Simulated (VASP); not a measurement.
# TiTe (P6_3/mmc) in VASP: a series of runs

One crystal, TiTe, is run at these levels: PBEsol; tasks: single point.

All numbers are computed with VASP 6.6.1; they aren't measurements. Logs are shortened: lines on timing, memory, paths and dates and some standing lists are left out, and cuts for length are marked.

**1. The structure**

Symmetry: P6_3/mmc, No. 194, hexagonal system. The conventional cell has a = 3.842 Å, b = 3.842 Å, c = 6.403 Å, α = 90.00°, β = 90.00°, γ = 120.00°. Te (site symmetry -6m2) is surrounded by 6 Ti at 2.74 Å. Ti (site symmetry -3m) has 6 Te at 2.74 Å as nearest neighbours.

**2. Single point, PBEsol**

INCAR

```
PREC = Accurate
ENCUT = 700
EDIFF = 1E-6
ISMEAR = 0
SIGMA = 0.05
LREAL = F
LASPH = T
NELM = 100
ALGO = Normal
ISIF = 2
LWAVE = F
LCHARG = F
GGA = PS
NBANDS = 26
ADDGRID = F
```

KPOINTS

```
regular mesh
0
Gamma
  5 5 3
```

POSCAR

```
TiTe
1.0
    3.8420000000      0.0000000000      0.0000000000
   -1.9210000000      3.3272696013      0.0000000000
    0.0000000000      0.0000000000      6.4030000000
Te Ti
2 2
Direct
    0.6666666667      0.3333333333      0.7500000000
    0.3333333333      0.6666666667      0.2500000000
    0.0000000000      0.0000000000      0.5000000000
    0.0000000000      0.0000000000      0.0000000000
```

Potentials or basis: VASP PAW PBE potentials, release 64 (Te, Ti_sv).

The run is started by

```sh
> cat potpaw_PBE.64/Te/POTCAR potpaw_PBE.64/Ti_sv/POTCAR > POTCAR
> mpirun -np 1 vasp_std > vasp.out
```

OUTCAR:

```text
PREC = Accurate
   ENCUT = 700
   EDIFF = 1E-6
   ISMEAR = 0
   LREAL = F
   LASPH = T
   NELM = 100
   ISIF = 2
   GGA = PS

 Found     10 irreducible k-points:

 Following reciprocal coordinates:
            Coordinates               Weight
  0.000000  0.000000  0.000000      1.000000
  0.200000  0.000000  0.000000      6.000000
  0.400000  0.000000  0.000000      6.000000
  0.200000  0.200000  0.000000      6.000000
  0.400000  0.200000  0.000000      6.000000
  0.000000  0.000000  0.333333      2.000000
   k-points           NKPTS =     10   k-points in BZ     NKDIM =     10   number of bands    NBANDS=     26
   number of dos      NEDOS =    301   number of ions     NIONS =      4
   total plane-waves  NPLWV =  72576
   dimension x,y,z NGX =    36 NGY =   36 NGZ =   56
   dimension x,y,z NGXF=    72 NGYF=   72 NGZF=  112
   ions per type =               2   2
   NGX,Y,Z   is equivalent  to a cutoff of  15.58, 15.58, 14.54 a.u.
   NGXF,Y,Z  is equivalent  to a cutoff of  31.15, 31.15, 29.08 a.u.
 SYSTEM =  unknown system
   PREC   = accura    normal or accurate (medium, high low for compatibility)
   ISTART =      0    job   : 0-new  1-cont  2-samecut
   ICHARG =      2    charge: 1-file 2-atom 10-const
   ISPIN  =      1    spin polarized calculation?
   LNONCOLLINEAR =      F non collinear calculations
   LSORBIT =      F    spin-orbit coupling
   LASPH  =      T    aspherical Exc in radial PAW
   ENCUT  =  700.0 eV  51.45 Ry    7.17 a.u.   8.29  8.29 13.81*2*pi/ulx,y,z
   NELM   =    100;   NELMIN=  2; NELMDL= -5     # of ELM steps
   EDIFF  = 0.1E-05   stopping-criterion for ELM
   LREAL  =      F    real-space projection
   EDIFFG = 0.1E-04   stopping-criterion for IOM
   NSW    =      0    number of steps for IOM
   IBRION =     -1    ionic relax: 0-MD 1-quasi-New 2-CG
   NFREE  =      0    steps in history (QN), initial steepest desc. (CG)
   ISIF   =      2    stress and relaxation
   ISYM   =      2    0-nonsym 1-usesym 2-fastsym
   POTIM  = 0.5000    time-step for ionic-motion
   TEBEG  =    0.0;   TEEND  =   0.0 temperature during run
   PSTRESS=    0.0 pullay stress
   NELECT =      36.0000    total number of electrons
   NUPDOWN=      -1.0000    fix difference up-down
   EMIN   =  10.00;   EMAX   =-10.00  energy-range for DOS
   EFERMI =   0.00;   METHOD = LEGACY
   ISMEAR =     0;   SIGMA  =   0.05  broadening in eV -4-tet -1-fermi 0-gaus
   EFERMI_NEDOS =   21; number of points for ismear=-14 and -15
   IALGO  =     38    algorithm
   IMIX   =      4    mixing-type and parameters
     AMIX     =   0.40;   BMIX     =  1.00
     AMIX_MAG =   1.60;   BMIX_MAG =  1.00
  volume/ion in A,a.u.               =      20.46       138.09
  Fermi-wavevector in a.u.,A,eV,Ry     =   1.244991  2.352691 21.089049  1.550001
  Thomas-Fermi vector in A             =   2.379233
   LORBIT       =      0    0 simple, 1 ext, 2 COOP (PROOUT), +10 PAW based schemes
   GGA     = PS    functional components
   LHFCALC =     F    Hartree Fock is set to
   AEXX    =    0.0000 exact exchange contribution
   IVDW    =     0    specifies the selected vdW correction
   LEPSILON=     F    determine dielectric tensor
   LRPA    =     F    only Hartree local field effects (RPA)
 non-spin polarized calculation
 Gauss-broadening in eV      SIGMA  =   0.05
  energy-cutoff  :      700.00
  volume of cell :       81.85
 maximum number of plane-waves:      3470
 NGX is ok and might be reduce to    36
   NGX = 17   NGY = 17   NGZ = 27

 number of electron      36.0000003 magnetization

 Free energy of the ion-electron system (eV)
  ---------------------------------------------------
  ext. energy  EPLUGINS =         0.00000000
  ---------------------------------------------------
  free energy    TOTEN  =       -26.23417087 eV

  energy without entropy =      -26.23041607  energy(sigma->0) =      -26.23229347

 E-fermi :  10.0474     XC(G=0): -11.1604

 val. band max:        9.9956279902   @ k =   0.2000   0.0000   0.0000
 cond. band min:      10.0919367891   @ k =   0.2000   0.2000   0.3333
 fundamental gap:      0.0963087990
 Fermi energy:        10.0474170963

 k-point     1 :       0.0000    0.0000    0.0000
  band No.  band energies     occupation
      1     -46.9895      2.00000
      2     -46.9751      2.00000
      3     -23.4432      2.00000
      4     -23.4292      2.00000
      5     -23.4292      2.00000
      6     -23.4110      2.00000
      7     -23.4110      2.00000
      8     -23.2702      2.00000
      9      -3.9596      2.00000
     10      -2.2049      2.00000
     11       2.9497      2.00000
     12       6.3661      2.00000
     13       6.3661      2.00000
     14       8.3996      2.00000
     15       9.0400      2.00000
     16       9.2431      2.00000
     17       9.2431      2.00000
     18       9.5138      2.00000
     19       9.5138      2.00000
     20       9.6684      2.00000
     21       9.6684      2.00000
     22      11.0317      0.00000
     23      11.0317      0.00000
     24      12.4010      0.00000
     25      13.0064      0.00000
     26      14.2167      0.00000

 k-point     2 :       0.2000    0.0000    0.0000
  band No.  band energies     occupation
      1     -46.9885      2.00000
      2     -46.9741      2.00000
      3     -23.4460      2.00000
      4     -23.4380      2.00000
      5     -23.4332      2.00000
      6     -23.4243      2.00000
      7     -23.4136      2.00000
      8     -23.2679      2.00000
      9      -3.5234      2.00000
     10      -2.1008      2.00000
     11       3.5055      2.00000
     12       5.6016      2.00000
     13       6.3910      2.00000
     14       6.4715      2.00000
     15       7.4828      2.00000
     16       7.8513      2.00000
     17       8.5642      2.00000
     18       9.9956      1.85703
     19      10.2882      0.00000
     20      10.4418      0.00000
     21      10.7476      0.00000
     22      11.0168      0.00000
     23      11.9380      0.00000
     24      12.3506      0.00000
     25      12.4968      0.00000
     26      13.5821      0.00000

 k-point     3 :       0.4000    0.0000    0.0000
  band No.  band energies     occupation
      1     -46.9868      2.00000
      2     -46.9726      2.00000
      3     -23.4730      2.00000
      4     -23.4458      2.00000
      5     -23.4397      2.00000
      6     -23.4295      2.00000
      7     -23.4178      2.00000
      8     -23.2642      2.00000
      9      -2.5239      2.00000
     10      -1.9907      2.00000
     11       3.6548      2.00000
     12       4.8701      2.00000
     13       4.9926      2.00000
     14       6.1727      2.00000
     15       6.3097      2.00000
     16       7.1313      2.00000
     17       8.2468      2.00000
     18      10.1047      0.10519
     19      10.5662      0.00000
     20      10.8168      0.00000
     21      10.8284      0.00000
     22      11.1361      0.00000
     23      11.6811      0.00000
     24      12.1513      0.00000
     25      13.1395      0.00000
     26      13.8816      0.00000

 k-point     4 :       0.2000    0.2000    0.0000
  band No.  band energies     occupation
      1     -46.9871      2.00000
      2     -46.9729      2.00000
      3     -23.4634      2.00000
      4     -23.4430      2.00000
      5     -23.4380      2.00000
      6     -23.4311      2.00000
      7     -23.4207      2.00000
      8     -23.2649      2.00000
      9      -2.7927      2.00000
     10      -1.9705      2.00000
     11       4.4697      2.00000
     12       4.7235      2.00000
     13       4.9326      2.00000
     14       5.8452      2.00000
     15       6.5232      2.00000
     16       6.6209      2.00000
     17       9.0619      2.00000
     18      10.3398      0.00000
     19      10.5167      0.00000
     20      10.6992      0.00000
     21      10.8648      0.00000
     22      10.9258      0.00000
     23      11.9902      0.00000
     24      12.1214      0.00000
     25      12.9262      0.00000
     26      12.9562      0.00000

 k-point     5 :       0.4000    0.2000    0.0000
  band No.  band energies     occupation
      1     -46.9863      2.00000
      2     -46.9721      2.00000
      3     -23.4717      2.00000
      4     -23.4512      2.00000
      5     -23.4444      2.00000
      6     -23.4272      2.00000
      7     -23.4270      2.00000
      8     -23.2631      2.00000
      9      -2.0596      2.00000
     10      -2.0167      2.00000
     11       3.5798      2.00000
     12       4.7036      2.00000
     13       5.2937      2.00000
     14       5.6174      2.00000
     15       5.7297      2.00000
     16       6.1725      2.00000
     17       9.4569      2.00000
     18      10.2136      0.00000
     19      10.6259      0.00000
     20      10.6887      0.00000
     21      10.7210      0.00000
     22      11.2141      0.00000
     23      11.3236      0.00000
     24      12.5221      0.00000
     25      12.5353      0.00000
     26      12.6657      0.00000

 k-point     6 :       0.0000    0.0000    0.3333
  band No.  band energies     occupation
      1     -46.9859      2.00000
      2     -46.9787      2.00000
      3     -23.4247      2.00000
      4     -23.4247      2.00000
      5     -23.4155      2.00000
      6     -23.4155      2.00000
      7     -23.4005      2.00000
      8     -23.3139      2.00000
      9      -3.6279      2.00000
     10      -2.7917      2.00000
     11       4.1358      2.00000
     12       6.5961      2.00000
     13       6.7403      2.00000
     14       6.7403      2.00000
     15       7.8177      2.00000
     16       7.8177      2.00000
     17       9.7568      2.00000
     18       9.7647      2.00000
     19       9.7647      2.00000
     20      10.3127      0.00000
     21      10.3127      0.00000
     22      11.1111      0.00000
     23      11.7478      0.00000
     24      11.7478      0.00000
     25      13.4738      0.00000
     26      13.4738      0.00000

 [... further k-points ...]

------------------------ aborting loop because EDIFF is reached ----------------------------------------

  FORCE on cell =-STRESS in cart. coord.  units (eV):
  Direction    XX          YY          ZZ          XY          YZ          ZX
  --------------------------------------------------------------------------------------
  -------------------------------------------------------------------------------------
  Total        1.2347773      1.2347773      2.9108348      0.0000000      0.0000000      0.0000000
  in kB       24.1696502     24.1696502     56.9769607      0.0000000      0.0000000      0.0000000
  external PRESSURE =      35.1054204 kB  Pullay stress =       0.0000000 kB

 VOLUME and BASIS-vectors are now :
 -----------------------------------------------------------------------------
  energy-cutoff  :      700.00
  volume of cell :       81.85
      direct lattice vectors                 reciprocal lattice vectors
     3.842000000  0.000000000  0.000000000     0.260281104  0.150273365  0.000000000
    -1.921000000  3.327269601  0.000000000     0.000000000  0.300546730  0.000000000
     0.000000000  0.000000000  6.403000000     0.000000000  0.000000000  0.156176792

 POSITION                                       TOTAL-FORCE (eV/Angst)
 -----------------------------------------------------------------------------------
      1.92100      1.10909      4.80225        -0.000000      0.000000      0.000000
     -0.00000      2.21818      1.60075        -0.000000     -0.000000      0.000000
      0.00000      0.00000      3.20150         0.000000     -0.000000      0.000000
      0.00000      0.00000      0.00000         0.000000     -0.000000      0.000000
 -----------------------------------------------------------------------------------
    total drift:                                0.000000     -0.000000      0.000000

  FREE ENERGIE OF THE ION-ELECTRON SYSTEM (eV)
  ---------------------------------------------------
  free  energy   TOTEN  =       -26.2341708723 eV

  energy  without entropy=      -26.2304160655  energy(sigma->0) =      -26.23229347
```

Run time: 17 s. Hardware: 1 thread of Intel Xeon 6975P-C (Granite Rapids), shared host; peak memory 0.24 GiB.

The run converged, but some of its settings lie outside the range that counts as converged, so its numbers aren't taken as properties of the crystal.

Results:

| Quantity | Value |
| --- | --- |
| Free energy | -26.2342 eV |
| Pressure | 3.5 GPa |
| Band gap on the k mesh | none (metal or under the smearing width) |

Caveat: the k mesh is coarse (spacing up to 0.38 Å⁻¹), so the values aren't converged; the PAW data sets were made with another functional, which shifts forces and pressure a little.

**3. Single point, PBEsol**

INCAR: that of step 2 with these lines changed.

```diff
@@ -1,3 +1,3 @@
 PREC = Accurate
-ENCUT = 700
+ENCUT = 550
 EDIFF = 1E-6
```

KPOINTS

```
regular mesh
0
Gamma
  6 6 3
```

POSCAR is that of step 2.

Potentials or basis: VASP PAW PBE potentials, release 64 (Te, Ti_sv).

The run is started by

```sh
> cat potpaw_PBE.64/Te/POTCAR potpaw_PBE.64/Ti_sv/POTCAR > POTCAR
> mpirun -np 1 vasp_std > vasp.out
```

OUTCAR:

```text
PREC = Accurate
   ENCUT = 550
   EDIFF = 1E-6
   ISMEAR = 0
   LREAL = F
   LASPH = T
   NELM = 100
   ISIF = 2
   GGA = PS

 Found     14 irreducible k-points:

 Following reciprocal coordinates:
            Coordinates               Weight
  0.000000  0.000000  0.000000      1.000000
  0.166667 -0.000000  0.000000      6.000000
  0.333333 -0.000000  0.000000      6.000000
  0.500000 -0.000000  0.000000      3.000000
  0.166667  0.166667  0.000000      6.000000
  0.333333  0.166667  0.000000     12.000000
   k-points           NKPTS =     14   k-points in BZ     NKDIM =     14   number of bands    NBANDS=     26
   number of dos      NEDOS =    301   number of ions     NIONS =      4
   total plane-waves  NPLWV =  45000
   dimension x,y,z NGX =    30 NGY =   30 NGZ =   50
   dimension x,y,z NGXF=    60 NGYF=   60 NGZF=  100
   ions per type =               2   2
   NGX,Y,Z   is equivalent  to a cutoff of  12.98, 12.98, 12.98 a.u.
   NGXF,Y,Z  is equivalent  to a cutoff of  25.96, 25.96, 25.96 a.u.
 SYSTEM =  unknown system
   PREC   = accura    normal or accurate (medium, high low for compatibility)
   ISTART =      0    job   : 0-new  1-cont  2-samecut
   ICHARG =      2    charge: 1-file 2-atom 10-const
   ISPIN  =      1    spin polarized calculation?
[... 56 lines left out ...]

 val. band max:        9.9945833537   @ k =   0.5000  -0.0000   0.0000
 cond. band min:      10.1892691618   @ k =   0.1667  -0.0000   0.0000
 fundamental gap:      0.1946858080
 Fermi energy:        10.0129106580

 k-point     1 :       0.0000    0.0000    0.0000
  band No.  band energies     occupation
      1     -46.9981      2.00000
      2     -46.9837      2.00000
      3     -23.4425      2.00000
      4     -23.4425      2.00000
      5     -23.4403      2.00000
      6     -23.4242      2.00000
[... 163 lines left out ...]
     25      12.8492      0.00000
     26      12.9063      0.00000

 [... further k-points ...]

------------------------ aborting loop because EDIFF is reached ----------------------------------------

  FORCE on cell =-STRESS in cart. coord.  units (eV):
  Direction    XX          YY          ZZ          XY          YZ          ZX
  --------------------------------------------------------------------------------------
  -------------------------------------------------------------------------------------
  Total        0.8630457      0.8630457      3.4596736      0.0000000      0.0000000      0.0000000
  in kB       16.8933403     16.8933403     67.7199849      0.0000000      0.0000000      0.0000000
  external PRESSURE =      33.8355551 kB  Pullay stress =       0.0000000 kB

 VOLUME and BASIS-vectors are now :
 -----------------------------------------------------------------------------
  energy-cutoff  :      550.00
  volume of cell :       81.85
      direct lattice vectors                 reciprocal lattice vectors
     3.842000000  0.000000000  0.000000000     0.260281104  0.150273365  0.000000000
    -1.921000000  3.327269601  0.000000000     0.000000000  0.300546730  0.000000000
     0.000000000  0.000000000  6.403000000     0.000000000  0.000000000  0.156176792

 POSITION                                       TOTAL-FORCE (eV/Angst)
 -----------------------------------------------------------------------------------
      1.92100      1.10909      4.80225         0.000000     -0.000000      0.000000
     -0.00000      2.21818      1.60075        -0.000000      0.000000      0.000000
      0.00000      0.00000      3.20150        -0.000000      0.000000      0.000000
      0.00000      0.00000      0.00000        -0.000000      0.000000      0.000000
 -----------------------------------------------------------------------------------
    total drift:                                0.000000     -0.000000      0.000000

  FREE ENERGIE OF THE ION-ELECTRON SYSTEM (eV)
  ---------------------------------------------------
  free  energy   TOTEN  =       -26.2410017689 eV

  energy  without entropy=      -26.2379356305  energy(sigma->0) =      -26.23946870
```

OSZICAR:

```text
N       E                     dE             d eps       ncg     rms          rms(c)
DAV:   1     0.385371753195E+03    0.38537E+03   -0.17347E+04   728   0.151E+03
DAV:   2     0.115918176844E+02   -0.37378E+03   -0.36463E+03   744   0.434E+02
DAV:   3    -0.257432730083E+02   -0.37335E+02   -0.36716E+02  1214   0.122E+02
DAV:   4    -0.284610734956E+02   -0.27178E+01   -0.27023E+01  1026   0.281E+01
DAV:   5    -0.285861109986E+02   -0.12504E+00   -0.12499E+00  1058   0.507E+00    0.146E+01
DAV:   6    -0.264319442227E+02    0.21542E+01   -0.16777E+01   970   0.320E+01    0.525E+00
DAV:   7    -0.262688944249E+02    0.16305E+00   -0.17777E+00   900   0.115E+01    0.372E+00
DAV:   8    -0.262400520204E+02    0.28842E-01   -0.14344E-01   906   0.268E+00    0.464E-01
DAV:   9    -0.262406563375E+02   -0.60432E-03   -0.11770E-02  1146   0.726E-01    0.359E-01
DAV:  10    -0.262410757324E+02   -0.41939E-03   -0.21801E-03   986   0.435E-01    0.987E-02
DAV:  11    -0.262410014174E+02    0.74315E-04   -0.50161E-04  1082   0.203E-01    0.321E-02
DAV:  12    -0.262410027898E+02   -0.13723E-05   -0.19389E-05  1056   0.302E-02    0.166E-02
DAV:  13    -0.262410017541E+02    0.10357E-05   -0.58447E-06   828   0.179E-02    0.280E-03
DAV:  14    -0.262410017689E+02   -0.14813E-07   -0.39474E-07   432   0.664E-03
   1 F= -.26241002E+02 E0= -.26239469E+02  d E =-.306614E-02
```

stdout:

```text
POSCAR found type information on POSCAR TeTi
 POSCAR found :  2 types and       4 ions
 scaLAPACK will be used
 -----------------------------------------------------------------------------
|                                                                             |
|                                                                             |
|     You enforced a specific xc type in the INCAR file but a different       |
|     I HOPE YOU KNOW WHAT YOU ARE DOING!                                     |
|                                                                             |
 -----------------------------------------------------------------------------

 LDA part: xc-table for (Slater+PW92), standard interpolation
 POSCAR, INCAR and KPOINTS ok, starting setup
 FFT: planning ... GRIDC
 FFT: planning ... GRID_SOFT
 FFT: planning ... GRID
 WAVECAR not read
 entering main loop
```

Run time: 18 s. Hardware: 1 thread of Intel Xeon 6975P-C (Granite Rapids), shared host; peak memory 0.2 GiB.

The run converged, but some of its settings lie outside the range that counts as converged, so its numbers aren't taken as properties of the crystal.

Results:

| Property | Result |
| --- | --- |
| Free energy | -26.2410 eV |
| Pressure | 3.4 GPa |
| Band gap on the k mesh | none (metal or under the smearing width) |

Caveat: the PAW data sets were made with another functional, which shifts forces and pressure a little.
